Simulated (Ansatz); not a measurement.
The system is GaAs.

```xyz
2
Lattice="0.0000 2.8268 2.8268 2.8268 0.0000 2.8268 2.8268 2.8268 0.0000" Properties=species:S:1:pos:R:3 pbc="T T T"
As    4.2403    4.2403    4.2403
Ga    0.0000    0.0000    0.0000
```

Program: Ansatz 0.2.0. Alike in all runs: task band structure; potentials or basis Ansatz PAW; no spin polarisation; cell as given; k mesh 4 × 4 × 4; smearing fermi-dirac 0.05 eV; the mesh is coarse, so values aren't converged.

Question: Order these runs on this cell by their band gap on the k mesh, lowest first.
A. level r2SCAN50; cutoff (eV) 500
B. level HF; cutoff (eV) 420
C. level HSEsol; cutoff (eV) 420

Answer: C (1.36 eV), A (3.84 eV), B (7.26 eV).

Caveats: all runs use coarse meshes.

